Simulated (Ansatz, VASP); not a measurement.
This is a calculation of Sb for Ansatz 0.2.0.

File input.yaml:

```yaml
crystal:
  lattice:
    - [3.3545324186, 0.0, 0.0]
    - [-1.6772662093, 2.9051102923, 0.0]
    - [0.0, 0.0, 5.47016065]
  atoms:
    - { symbol: Sb, position: [0.6666666667, 0.3333333333, 0.75] }
    - { symbol: Sb, position: [0.3333333333, 0.6666666667, 0.25] }
hamiltonian:
  xc: blyp
  pseudopotentials: { kind: paw }
  dispersion: d3bj
kpoints:
  mp_grid: { grid: [9, 9, 5] }
scf:
  occupations: { method: fermi_dirac, width: 0.05 }
output:
  forces: true
  stress: true
  eigenvalues: true
relax:
  f_tol: 0.01
  max_steps: 40
  cell: { stress_tol: 0.05 }
```

Potentials or basis: Ansatz PAW.

Run with:

```sh
$ ansatz run input.yaml --threads 2 --pin off --max-ram 5632MiB --backend cpu --events-out ev --progress --plain --runs-dir out
```

Question: Set up the same calculation for VASP 6.6.1. Potentials there: VASP PAW PBE potentials, release 64 (Sb).

Answer: As run (the cutoff follows the program's own potentials):

INCAR

```
PREC = Accurate
ENCUT = 600
EDIFF = 1E-7
ISMEAR = -1
SIGMA = 0.05
LREAL = F
LASPH = T
NELM = 100
ALGO = Normal
ISIF = 3
LWAVE = F
LCHARG = F
GGA = B5
ALDAX = 1.0
AGGAX = 1.0
AGGAC = 1.0
ALDAC = 0.0
IVDW = 12
VDW_S6 = 1.0
VDW_S8 = 2.6996
VDW_A1 = 0.4298
VDW_A2 = 4.2359
IBRION = 2
NSW = 60
EDIFFG = -0.01
```

File KPOINTS:

```
regular mesh
0
Gamma
  9 9 5
```

The input POSCAR:

```
Sb
1.0
    3.3545324186      0.0000000000      0.0000000000
   -1.6772662093      2.9051102923      0.0000000000
    0.0000000000      0.0000000000      5.4701606500
Sb
2
Direct
    0.6666666667      0.3333333333      0.7500000000
    0.3333333333      0.6666666667      0.2500000000
```

Potentials or basis: VASP PAW PBE potentials, release 64 (Sb).

Command:

```sh
$ cat potpaw_PBE.64/Sb/POTCAR > POTCAR
$ mpirun -np 1 vasp_std > vasp.out
```

Both were run:

|  | VASP | Ansatz | Ansatz less VASP |
| --- | --- | --- | --- |
| gap on the k mesh at the Fermi level, each at its own relaxed structure (eV) | none | none | - |
| relaxed volume (Å³/atom) | 26.88 | 26.78 | -0.097 |
| relaxed cell length with the largest relative difference (Å) | 5.163 | 5.155 | -0.0073 |
| energy change over the relaxation (meV/atom) | -3 | -3 | +0.1 |

A gap of «none» marks a metal or a gap that the smearing closes. The two sets of potentials don't hold the same shells in valence.

Caveats: pairwise dispersion overbinds metals, which lowers pressure and volume; the PAW data sets were made with another functional, which shifts forces and pressure a little (VASP); the plane-wave basis is chosen anew once the cell has moved, so the energies of steps on either side of that aren't comparable (Ansatz); the PAW data sets come from PBE, with cores solved anew for the run's functional, which leaves a small shift of forces and pressure (Ansatz). Spin-orbit coupling is left out, which matters for the levels of Sb.
